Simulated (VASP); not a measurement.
# SrTiO3: structure and properties in VASP, part 6 of 6

Aim: relax SrTiO3, then compute properties on the relaxed cell. The start is a cell from a database of measured crystal structures.

VASP 6.6.1; PBE; plane waves and PAW (Sr_sv, Ti_sv, O).

So far, gap on the k-mesh (eV): 1.88 in steps 2, 3, 4 and 6. The relaxed cell has a = 5.565, c = 7.900 Å (conventional setting).

## 7. Vibrations at Γ (PBE) (continued)

Parts of OUTCAR (step 7):

```text
   NELECT =      80.0000    total number of electrons

  Total       -0.0570186     -0.0570186     -0.0433479      0.0000000     -0.0000000      0.0000000
  in kB       -0.7468705     -0.7468705     -0.5678018      0.0000000     -0.0000000      0.0000000
  external PRESSURE =      -0.6871809 kB  Pullay stress =       0.0000000 kB

 POSITION                                       TOTAL-FORCE (eV/Angst)
 -----------------------------------------------------------------------------------
      0.00000      2.78232      1.97505         0.000000      0.000000      0.000000
      2.78232      0.00000      1.97505        -0.000000      0.000000      0.000000
      0.00000      0.00000      0.00000         0.000000     -0.000000      0.000000
      0.00000      0.00000      3.95011         0.000000     -0.000000      0.000000
      0.00000      0.00000      1.97505         0.000000      0.000000      0.000000
      0.00000      0.00000      5.92516         0.000000     -0.000000      0.000000
      1.27915      4.06146     -0.00000        -0.001131     -0.001131      0.000000
      1.50317      1.27915      0.00000         0.001131     -0.001131      0.000000
      1.50317     -1.27915      3.95011         0.001131      0.001131     -0.000000
      1.27915      1.50317      3.95011        -0.001131      0.001131     -0.000000
 -----------------------------------------------------------------------------------
    total drift:                               -0.000000     -0.000000      0.000000

 Eigenvectors and eigenvalues of the dynamical matrix
 ----------------------------------------------------

   1 f  =   23.648586 THz   148.588451 2PiTHz  788.831936 cm-1    97.802651 meV
             X         Y         Z           dx          dy          dz
      0.000000  2.782315  1.975054     0.000000   -0.000000   -0.000000
      2.782315  0.000000  1.975054    -0.000000    0.000000   -0.000000
      0.000000  0.000000  0.000000    -0.000000    0.000000    0.000000
      0.000000  0.000000  3.950109     0.000000   -0.000000    0.000000
      0.000000  0.000000  1.975054     0.000000    0.000000   -0.410354
      0.000000  0.000000  5.925163     0.000000    0.000000    0.410354
      1.279148  4.061463 -0.000000    -0.287928    0.287928    0.000000
      1.503168  1.279148  0.000000    -0.287928   -0.287928    0.000000
      1.503168 -1.279148  3.950109     0.287928   -0.287928    0.000000
      1.279148  1.503168  3.950109     0.287928    0.287928   -0.000000

   2 f  =   15.135359 THz    95.098263 2PiTHz  504.861223 cm-1    62.594786 meV
             X         Y         Z           dx          dy          dz
      0.000000  2.782315  1.975054    -0.000000   -0.000000    0.023860
      2.782315  0.000000  1.975054    -0.000000   -0.000000    0.023860
      0.000000  0.000000  0.000000     0.000000    0.000000   -0.056763
      0.000000  0.000000  3.950109     0.000000    0.000000   -0.056763
      0.000000  0.000000  1.975054    -0.000000   -0.000000   -0.562485
      0.000000  0.000000  5.925163     0.000000   -0.000000   -0.562485
      1.279148  4.061463 -0.000000    -0.000000   -0.000000    0.299849
      1.503168  1.279148  0.000000     0.000000    0.000000    0.299849
      1.503168 -1.279148  3.950109    -0.000000    0.000000    0.299849
      1.279148  1.503168  3.950109     0.000000    0.000000    0.299849

   3 f  =   15.047052 THz    94.543415 2PiTHz  501.915622 cm-1    62.229578 meV
             X         Y         Z           dx          dy          dz
      0.000000  2.782315  1.975054    -0.023641    0.008653   -0.000000
      2.782315  0.000000  1.975054    -0.023641    0.008653    0.000000
      0.000000  0.000000  0.000000     0.051780   -0.026443   -0.000000
      0.000000  0.000000  3.950109     0.056615   -0.013231   -0.000000
      0.000000  0.000000  1.975054    -0.281977    0.103208   -0.000000
      0.000000  0.000000  5.925163    -0.281977    0.103208   -0.000000
      1.279148  4.061463 -0.000000     0.269257   -0.449617    0.000000
[...]
0.000000  0.000000  5.925163     0.000000   -0.000000   -0.000000
      1.279148  4.061463 -0.000000    -0.353553    0.353553   -0.000000
      1.503168  1.279148  0.000000     0.353553    0.353553   -0.000000
      1.503168 -1.279148  3.950109     0.353553   -0.353553    0.000000
      1.279148  1.503168  3.950109    -0.353553   -0.353553    0.000000

   6 f  =   12.738661 THz    80.039366 2PiTHz  424.915985 cm-1    52.682844 meV
             X         Y         Z           dx          dy          dz
      0.000000  2.782315  1.975054    -0.000000   -0.000000   -0.040453
      2.782315  0.000000  1.975054     0.000000    0.000000    0.040453
      0.000000  0.000000  0.000000     0.000000   -0.000000   -0.000000
      0.000000  0.000000  3.950109    -0.000000    0.000000    0.000000
      0.000000  0.000000  1.975054     0.000000   -0.000000   -0.000000
      0.000000  0.000000  5.925163    -0.000000    0.000000    0.000000
      1.279148  4.061463 -0.000000     0.352974    0.352974    0.000000
      1.503168  1.279148  0.000000     0.352974   -0.352974   -0.000000
      1.503168 -1.279148  3.950109    -0.352974   -0.352974   -0.000000
      1.279148  1.503168  3.950109    -0.352974    0.352974    0.000000

   7 f  =   12.736970 THz    80.028741 2PiTHz  424.859576 cm-1    52.675850 meV
             X         Y         Z           dx          dy          dz
      0.000000  2.782315  1.975054     0.000000    0.000000   -0.000000
      2.782315  0.000000  1.975054    -0.000000   -0.000000    0.000000
      0.000000  0.000000  0.000000    -0.000000    0.000000   -0.000000
      0.000000  0.000000  3.950109     0.000000   -0.000000    0.000000
      0.000000  0.000000  1.975054    -0.000000    0.000000    0.575855
      0.000000  0.000000  5.925163     0.000000   -0.000000   -0.575855
      1.279148  4.061463 -0.000000    -0.205177    0.205177   -0.000000
      1.503168  1.279148  0.000000    -0.205177   -0.205177    0.000000
      1.503168 -1.279148  3.950109     0.205177   -0.205177    0.000000
      1.279148  1.503168  3.950109     0.205177    0.205177   -0.000000

   8 f  =   12.724749 THz    79.951956 2PiTHz  424.451938 cm-1    52.625310 meV
             X         Y         Z           dx          dy          dz
      0.000000  2.782315  1.975054    -0.027987   -0.035489    0.000000
      2.782315  0.000000  1.975054     0.027987    0.035489   -0.000000
      0.000000  0.000000  0.000000    -0.000000    0.000000   -0.000000
      0.000000  0.000000  3.950109     0.000000   -0.000000    0.000000
      0.000000  0.000000  1.975054     0.308388   -0.391060    0.000000
      0.000000  0.000000  5.925163    -0.308388    0.391060   -0.000000
      1.279148  4.061463 -0.000000    -0.000000    0.000000    0.496470
      1.503168  1.279148  0.000000    -0.000000   -0.000000   -0.058681
      1.503168 -1.279148  3.950109     0.000000   -0.000000   -0.496470
      1.279148  1.503168  3.950109     0.000000    0.000000    0.058681

   9 f  =   12.724749 THz    79.951956 2PiTHz  424.451938 cm-1    52.625310 meV
             X         Y         Z           dx          dy          dz
      0.000000  2.782315  1.975054     0.035489   -0.027987   -0.000000
      2.782315  0.000000  1.975054    -0.035489    0.027987    0.000000
      0.000000  0.000000  0.000000     0.000000   -0.000000    0.000000
      0.000000  0.000000  3.950109    -0.000000    0.000000   -0.000000
      0.000000  0.000000  1.975054    -0.391060   -0.308388   -0.000000
      0.000000  0.000000  5.925163     0.391060    0.308388    0.000000
      1.279148  4.061463 -0.000000     0.000000   -0.000000   -0.058681
      1.503168  1.279148  0.000000    -0.000000   -0.000000   -0.496470
      1.503168 -1.279148  3.950109    -0.000000    0.000000    0.058681
      1.279148  1.503168  3.950109     0.000000    0.000000    0.496470
    [... 271 further lines ...]
      1.503168 -1.279148  3.950109     0.000000   -0.000000   -0.298829
      1.279148  1.503168  3.950109     0.000000   -0.000000   -0.298829

 ELASTIC MODULI CONTR FROM IONIC RELAXATION (kBar)
 Direction    XX          YY          ZZ          XY          YZ          ZX
 --------------------------------------------------------------------------------
 XX        -147.5194   -147.1382     99.5787     -0.0000     -0.0000      0.0000
 YY        -147.1382   -147.5194     99.5787     -0.0000     -0.0000      0.0000
 ZZ          99.5787     99.5787    -67.3047      0.0000      0.0000     -0.0000
 XY          -0.0000     -0.0000      0.0000     -8.2327      0.0000      0.0000
 YZ          -0.0000     -0.0000      0.0000      0.0000    -13.1682     -0.0000
 ZX           0.0000      0.0000     -0.0000      0.0000     -0.0000    -13.3006
 --------------------------------------------------------------------------------

[... 9 parts as in an earlier step ...]

[... 2 further parts left out ...]
```

Energies printed during the response cycles are not total energies of the cell.

This step gave:

```yaml
bands: 50
irreducible_k_points: 30
pressure_of_the_cell: -0.06872 GPa
largest_force_of_the_cell: 0.001599 eV/Å
fermi_energy: 4.188 eV
valence_top_at_k: 0, 0, 0
gap_on_the_k_mesh: 1.879 eV
```

Transverse limit, no LO-TO splitting. Modes at Γ, with each element's share of the kinetic energy (negative means imaginary):

| mode | frequency (cm⁻¹) | symmetry | Sr % | Ti % | O % |
| --- | --- | --- | --- | --- | --- |
| 1 | -132.7 | A2u | 1 | 37 | 61 |
| 2 | -131.3 | Eu | 2 | 36 | 62 |
| 3 | -131.3 | Eu | 2 | 36 | 62 |
| 4 | -19.8 | Eg | 0 | 0 | 100 |
| 5 | -19.8 | Eg | 0 | 0 | 100 |
| 6 | -1.6 | acoustic | 47 | 28 | 26 |
| 7 | -0.5 | acoustic | 47 | 26 | 27 |
| 8 | -0.5 | acoustic | 47 | 26 | 27 |
| 9 | 96.5 | A1g | 0 | 0 | 100 |
| 10 | 130.4 | Eg | 99 | 0 | 1 |
| 11 | 130.4 | Eg | 99 | 0 | 1 |
| 12 | 135.9 | Bg | 100 | 0 | 0 |
| 13 | 148.7 | Eu | 50 | 38 | 12 |
| 14 | 148.7 | Eu | 50 | 38 | 12 |
| 15 | 154.9 | A2u | 52 | 34 | 14 |
| 16 | 243.3 | Eu | 0 | 0 | 100 |
| 17 | 243.3 | Eu | 0 | 0 | 100 |
| 18 | 247.4 | Bu | 0 | 0 | 100 |
| 19 | 414.4 | A1u | 0 | 100 | 0 |
| 20 | 414.9 | Eu | 0 | 100 | 0 |
| 21 | 414.9 | Eu | 0 | 100 | 0 |
| 22 | 424.5 | Eg | 0 | 0 | 100 |
| 23 | 424.5 | Eg | 0 | 0 | 100 |
| 24 | 424.9 | A2g | 0 | 0 | 100 |
| 25 | 424.9 | Bg | 0 | 0 | 100 |
| 26 | 429.5 | Bg | 0 | 0 | 100 |
| 27 | 501.9 | Eu | 0 | 1 | 99 |
| 28 | 501.9 | Eu | 0 | 1 | 99 |
| 29 | 504.9 | A2u | 0 | 1 | 99 |
| 30 | 788.8 | A2g | 0 | 0 | 100 |

Displacements in mode 1 (-132.7 cm⁻¹), the largest set to 1:
```
Sr1  0.00  0.00  0.09
Sr2  0.00  0.00  0.09
Ti3  0.00  0.00  0.70
Ti4  0.00  0.00  0.70
O5   0.00  0.00 -1.00
O6   0.00  0.00 -1.00
O7   0.00  0.00 -0.83
O8   0.00  0.00 -0.83
O9   0.00  0.00 -0.83
O10  0.00  0.00 -0.83
```

Displacements in mode 27 (501.9 cm⁻¹), the largest set to 1:
```
Sr1 -0.01 -0.02  0.00
Sr2 -0.01 -0.02  0.00
Ti3  0.03  0.07  0.00
Ti4  0.02  0.07  0.00
O5  -0.23 -0.63  0.00
O6  -0.23 -0.63  0.00
O7  -0.80 -0.06  0.00
O8   1.00  0.60  0.00
O9  -0.80 -0.06  0.00
O10  1.00  0.60  0.00
```

The three acoustic modes lie within 1.6 cm⁻¹ of zero, but 5 optical modes are imaginary, so the cell is a saddle point and not a minimum. By the characters of their eigenvectors the optical modes sort into (cm⁻¹) Raman active: Eg 20i, A1g 97, Eg 130, Bg 136, Eg 424, Bg 425, Bg 429; infrared active: A2u 133i, Eu 131i, Eu 149, A2u 155, Eu 243, Eu 415, Eu 502, A2u 505; silent: Bu 247, A1u 414, A2g 425, A2g 789. B labels carry no number here, since it depends on the setting of the axes. With a centre of inversion no mode is active in both.

## 8. Dielectric tensor and Born charges (PBE)

The response to a static field gives the electronic dielectric tensor and the Born charges. It needs tightly converged orbitals, hence the small EDIFF.

File INCAR:

```
SYSTEM = SrTiO3
PREC = Accurate
ENCUT = 520
EDIFF = 1E-08
NELM = 100
ISMEAR = 0
SIGMA = 0.01
LREAL = .FALSE.
ALGO = Normal
GGA = PE
NBANDS = 50
LASPH = .TRUE.
LORBIT = 11
LWAVE = .FALSE.
LCHARG = .FALSE.
KPAR = 8
LEPSILON = .TRUE.
```

File POSCAR:

```
SrTiO3
1.0
   -2.7823153372      2.7823153372      3.9501085157
    2.7823153372     -2.7823153372      3.9501085157
    2.7823153372      2.7823153372     -3.9501085157
Sr Ti O
2 2 6
Direct
    0.7500000000      0.2500000000      0.5000000000
    0.2500000000      0.7500000000      0.5000000000
    0.0000000000      0.0000000000      0.0000000000
    0.5000000000      0.5000000000      0.0000000000
    0.2500000000      0.2500000000      0.0000000000
    0.7500000000      0.7500000000      0.0000000000
    0.7298711108      0.2298711108      0.9597422216
    0.2298711108      0.2701288892      0.5000000000
    0.2701288892      0.7701288892      0.0402577784
    0.7701288892      0.7298711108      0.5000000000
```

File KPOINTS:

```
Automatic mesh
0
Gamma
13 13 13
0 0 0
```

Potentials, in the order of the species: Sr_sv, Ti_sv and O (PBE family, release 64).

On the command line:

```console
$ mpirun -np 8 vasp_std
```

Log:

```text
[... set-up lines as in an earlier step ...]
 entering main loop
       N       E                     dE             d eps       ncg     rms          rms(c)
DAV:   1     0.985795446379E+03    0.98580E+03   -0.40327E+04 19600   0.174E+03
DAV:   2     0.484716407781E+02   -0.93732E+03   -0.88317E+03 21606   0.503E+02
DAV:   3    -0.935502291199E+02   -0.14202E+03   -0.13915E+03 25834   0.186E+02
DAV:   4    -0.100816023418E+03   -0.72658E+01   -0.72501E+01 29196   0.420E+01
[...]
DAV:  20    -0.802151869266E+02    0.12440E-06   -0.58661E-08 23678   0.149E-03    0.886E-04
DAV:  21    -0.802151868728E+02    0.53862E-07   -0.26515E-08 15656   0.793E-04    0.259E-04
DAV:  22    -0.802151868668E+02    0.59590E-08   -0.28402E-09 11160   0.328E-04
   1 F= -.80215187E+02 E0= -.80215187E+02  d E =-.334910E-42
 Linear response reoptimize wavefunctions to high precision
DAV:   1    -0.802151868635E+02    0.32924E-08   -0.15261E-09 11104   0.274E-04
DAV:   2    -0.802151868636E+02   -0.37289E-10   -0.77676E-10 11048   0.154E-04
 Linear response G [H, r] |phi>, progress :
  Direction:   1
       N       E                     dE             d eps       ncg     rms
RMM:   1    -0.352532641004E+03   -0.35253E+03   -0.41347E+03 27178   0.740E+02
RMM:   2    -0.288946081164E+03    0.63587E+02   -0.24457E+02 36155   0.748E+01
RMM:   3    -0.297132614299E+03   -0.81865E+01   -0.66074E+01 49208   0.250E+01
RMM:   4    -0.298727914796E+03   -0.15953E+01   -0.17118E+01 53442   0.119E+01
[...]
RMM:  36    -0.299870875820E+03   -0.10598E-03   -0.33791E-04 53081   0.386E-02
RMM:  37    -0.299871086865E+03   -0.21104E-03   -0.11278E-03 53268   0.374E-02
RMM:  38    -0.299871107343E+03   -0.20478E-04    0.78433E-04 53333   0.364E-02
 Linear response G [H, r] |phi>, progress :
  Direction:   2
       N       E                     dE             d eps       ncg     rms
RMM:   1    -0.355730502340E+03   -0.35573E+03   -0.41504E+03 27363   0.738E+02
RMM:   2    -0.293519753680E+03    0.62211E+02   -0.24483E+02 36077   0.740E+01
RMM:   3    -0.301926809435E+03   -0.84071E+01   -0.68908E+01 49257   0.249E+01
RMM:   4    -0.303527001637E+03   -0.16002E+01   -0.17860E+01 53243   0.119E+01
[...]
RMM:  35    -0.304682779313E+03   -0.77405E-04   -0.37432E-04 53034   0.364E-02
RMM:  36    -0.304682907080E+03   -0.12777E-03   -0.31925E-04 53140   0.353E-02
RMM:  37    -0.304682980585E+03   -0.73505E-04   -0.45386E-04 53209   0.343E-02
 Linear response G [H, r] |phi>, progress :
  Direction:   3
       N       E                     dE             d eps       ncg     rms
RMM:   1    -0.289320765429E+03   -0.28932E+03   -0.34846E+03 28388   0.733E+02
RMM:   2    -0.291927138373E+03   -0.26064E+01   -0.22792E+02 36416   0.677E+01
RMM:   3    -0.299450261954E+03   -0.75231E+01   -0.64302E+01 48148   0.222E+01
[...]
RMM:   1    -0.175933645665E+01   -0.17593E+01   -0.68093E+00 35949   0.100E+01
RMM:   2    -0.189829555279E+01   -0.13896E+00   -0.34100E-01 40895   0.229E+00
RMM:   3    -0.191900326870E+01   -0.20708E-01   -0.15115E-01 50340   0.915E-01
RMM:   4    -0.192326286752E+01   -0.42596E-02   -0.44467E-02 53024   0.496E-01
[...]
RMM:  31    -0.192719114571E+01   -0.55613E-06   -0.13034E-05 44144   0.250E-03
RMM:  32    -0.192719178969E+01   -0.64397E-06   -0.13915E-05 43858   0.242E-03
RMM:  33    -0.192719224227E+01   -0.45258E-06   -0.11292E-05 43688   0.235E-03
 change of polarisation eV/A/(eV/A) component  2 :     0.219     3.854    -0.598
 dielectric tensor                  component  2 :     0.324     6.702    -0.885
 Linear response to external field (no local field effect), progress :
  Direction:   3
       N       E                     dE             d eps       ncg     rms          rms(c)
RMM:   1    -0.167676640526E+01   -0.16768E+01   -0.62969E+00 35907   0.971E+00
RMM:   2    -0.182164343908E+01   -0.14488E+00   -0.32247E-01 40012   0.212E+00
RMM:   3    -0.184087823818E+01   -0.19235E-01   -0.14409E-01 48529   0.844E-01
RMM:   4    -0.184510720939E+01   -0.42290E-02   -0.42708E-02 51591   0.444E-01
[...]
RMM:  31    -0.184877653325E+01   -0.61883E-06   -0.23977E-05 41569   0.249E-03
RMM:  32    -0.184877745190E+01   -0.91864E-06   -0.18218E-05 41327   0.242E-03
RMM:  33    -0.184877797119E+01   -0.51930E-06   -0.20782E-05 41125   0.235E-03
 change of polarisation eV/A/(eV/A) component  3 :    -0.460    -0.598     3.697
 dielectric tensor                  component  3 :    -0.681    -0.885     6.470
 Linear response to external field, progress :
  Direction:   1
       N       E                     dE             d eps       ncg     rms          rms(c)
RMM:   1    -0.168211084126E+01   -0.16821E+01   -0.63692E+00 62380   0.100E+01
RMM:   2    -0.181480951800E+01   -0.13270E+00   -0.33127E-01 71348   0.228E+00    0.197E+00
RMM:   3    -0.181283973396E+01    0.19698E-02   -0.17195E-01 73971   0.155E+00    0.122E+00
RMM:   4    -0.186522439993E+01   -0.52385E-01   -0.85233E-02 76536   0.122E+00    0.457E-01
[...]
RMM:  21    -0.191356730742E+01   -0.63301E-05   -0.59833E-05 88034   0.656E-03    0.593E-03
RMM:  22    -0.191357415989E+01   -0.68525E-05   -0.55681E-05 87028   0.567E-03    0.618E-03
RMM:  23    -0.191358070769E+01   -0.65478E-05   -0.46076E-05 86584   0.501E-03    0.615E-03
 change of polarisation eV/A/(eV/A) component  1 :     3.608     0.027    -0.524
 dielectric tensor                  component  1 :     6.338     0.040    -0.776
 Linear response to external field, progress :
  Direction:   2
       N       E                     dE             d eps       ncg     rms          rms(c)
RMM:   1    -0.168211311413E+01   -0.16821E+01   -0.63692E+00 62380   0.100E+01
RMM:   2    -0.181481043878E+01   -0.13270E+00   -0.33131E-01 71343   0.228E+00    0.197E+00
RMM:   3    -0.181284282409E+01    0.19676E-02   -0.17195E-01 73969   0.155E+00    0.122E+00
RMM:   4    -0.186522219318E+01   -0.52379E-01   -0.85232E-02 76538   0.122E+00    0.457E-01
[...]
RMM:  21    -0.191366043392E+01    0.89688E-05   -0.63521E-05 89542   0.664E-03    0.132E-03
RMM:  22    -0.191368247802E+01   -0.22044E-04   -0.51143E-05 87790   0.582E-03    0.714E-04
RMM:  23    -0.191369706727E+01   -0.14589E-04   -0.50087E-05 89301   0.509E-03    0.463E-04
```

It took 51 min on 8 MPI ranks of Intel Xeon 6975P-C (Granite Rapids), shared host.

The run was cut off at its time limit.

More ranks or a longer limit would be the way on.

## 9. Outcome

```yaml
relaxed_volume: 12.23 Å³/atom
relaxed_conventional_cell_a_b_c: 5.565, 5.565, 7.900 Å
space_group_after_relaxing_within_0p02_a: I4/mcm (No. 140)
band_gap: 1.88 eV, indirect (least direct gap of that run 1.88 eV)
gap_among_the_points_of_the_dos_mesh_alone_an_upper_bound: 1.88 eV
highest_zone_centre_mode: 789 cm⁻¹
imaginary_zone_centre_modes: 5, down to 133i cm⁻¹
```

With PBE, SrTiO3 relaxes to 12.23 Å³/atom in space group I4/mcm (held by the symmetry of the run) and has an indirect gap of 1.88 eV. Against the listed cell the volume lies +3.3 % (a +1.0 %, c +1.3 %). Not obtained: dielectric tensor and Born charges (PBE), because the run hit its time limit. Band structure (PBE): On this path the gap is nearly direct (within 0.01 eV), 1.88 eV, with the valence top between Γ and X and the conduction bottom at Γ. Vibrations at Γ (PBE): The highest mode in this list at Γ, 788.8 cm⁻¹, is mostly motion of O (100 % of the kinetic energy). 5 modes are imaginary, down to 132.7i cm⁻¹: the energy falls along them. Semilocal functionals usually underestimate gaps. Spin-orbit coupling is left out; it would split some degenerate bands. Imaginary modes at Γ mean that the cell would distort to a lower symmetry. No search among competing phases was made, and a listed structure need not be the one stable at ambient conditions. All values are for a static lattice at zero temperature.

[Lines on the potential files, build, host, timing and source positions are cut from VASP's logs without a mark.]

[Logs are printed without paths, hosts, clocks, repeated set-up lines and the standing remarks that a program may print on its own settings, such as how far it seeks lower states.]

[Hosts, paths, dates, database ids (printed as entryN), source tags and the programs' standing remarks are cut or masked in the printed files.]

[A measured line is paired with the nearest computed mode of its activity, which favours agreement.]
